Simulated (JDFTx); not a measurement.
Al:

```
Al
1.0
    -1.59122    1.59122    1.59122
     1.59122   -1.59122    1.59122
     1.59122    1.59122   -1.59122
Al
1
Direct
  0.00000 0.00000 0.00000
```

This isn't the form of Al at room conditions, which is fcc.

| Property | Result |
| --- | --- |
| Program | JDFTx 1.7.0 (patched build) |
| Task | relaxation of cell and atoms |
| Functional | SCAN |
| Potentials or basis | SG15-PBE-1.2 with smoothed tails |
| Cutoff | 1088 eV |
| Density cutoff | 4354 eV |
| k mesh | 6 × 6 × 6 |
| Occupations | fermi-dirac, width 0.05 eV |
| Spin | no spin polarisation |

At the start: pressure 4.0 GPa; volume 16.12 Å³/atom.

Q: How do energy, volume and symmetry change on relaxing?

A: Over 6 steps the energy falls by 9.1 meV/atom and the volume is 16.91 Å³/atom (+4.9 %); space group Im-3m (No. 229, to 0.05 Å).

Step by step:
| step | energy change (eV) | largest force (eV/Å) | pressure (GPa) | volume (Å³) |
| --- | --- | --- | --- | --- |
| 1 | 0.0000 | 0.0000 | 4.01 | 16.12 |
| 2 | -0.0022 | 0.0000 | 3.41 | 16.21 |
| 3 | -0.0088 | 0.0000 | 0.64 | 16.76 |
| 4 | -0.0091 | 0.0000 | 0.12 | 16.88 |
| 5 | -0.0091 | 0.0000 | 0.02 | 16.90 |
| 6 | -0.0091 | 0.0000 | 0.00 | 16.91 |

Final structure:
```
Al
1.0
    -1.61686    1.61686    1.61686
     1.61686   -1.61686    1.61686
     1.61686    1.61686   -1.61686
Al
1
Direct
  0.00000 0.00000 0.00000
```

Caveat: the k mesh is coarse (spacing up to 0.47 Å⁻¹), so the values aren't converged; meta-GGA forces are noisy on this grid; the potentials were made for another functional, which shifts forces and pressure.
